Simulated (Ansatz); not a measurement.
BeS built on the zincblende prototype, relaxed with r2SCAN: 4 runs in Ansatz, each a calculation of independent-particle optics. It is cubic, F-43m (No. 216); conventional cell a = 4.869 Å, 14.43 Å³ an atom. Be has 4 S at 2.11 Å; S has 4 Be at 2.11 Å. No spin polarisation and no zero-point or thermal motion.

```
Be S
1.0
     0.00000    2.43431    2.43431
     2.43431    0.00000    2.43431
     2.43431    2.43431    0.00000
Be S
1 1
Direct
  0.00000 0.00000 0.00000
  0.25000 0.25000 0.25000
```

On meshes this coarse, single peaks can be features of the mesh. No local fields, no excitons; the zone sum runs over the cells of the mesh, and ε∞ includes the bands left out of the spectrum. Up to four peaks are listed, those above 15 % of the tallest and inside the complete range; the four can differ from row to row. Rows marked drawn have settings drawn at random (some not listed).

```
functional  k mesh  broadening (eV)    scissors (eV)  range (eV)  settings  direct gap on the mesh before scissors (eV)  ε∞ xx  ε∞ yy  ε∞ zz  complete up to (eV)  tallest peaks of mean ε₂ (eV)
    r2SCAN   8×8×8              0.1             0.00        0–16    chosen                                         6.23   5.20   5.20   5.20                 16.0                      7.55 8.15
       PBE   8×8×8              0.1  1.19 (to HSE06)        0–16    chosen                                         5.66   5.07   5.07   5.07                 16.0                      8.10 8.75
       LDA   6×6×6             0.03             0.30         2–6     drawn                                         5.52   5.70   5.70   5.70                  6.0                           none
```

Q: Estimate from these rows what the further settings give.
```
functional  k mesh  broadening (eV)  scissors (eV)  range (eV)  settings
       PBE   8×8×8              0.1           0.00        0–16    chosen
```

A:
```json
{"functional": "PBE", "k mesh": "8×8×8", "broadening (eV)": "0.1", "scissors (eV)": "0.00", "range (eV)": "0–16", "settings": "chosen", "direct gap on the mesh before scissors (eV)": "5.66", "ε∞ xx": "5.70", "ε∞ yy": "5.70", "ε∞ zz": "5.70", "complete up to (eV)": "16.0", "tallest peaks of mean ε₂ (eV)": "6.95 7.55"}
```

The fundamental gap is indirect (3.14 eV with PBE on 8×8×8); the table holds the direct one.
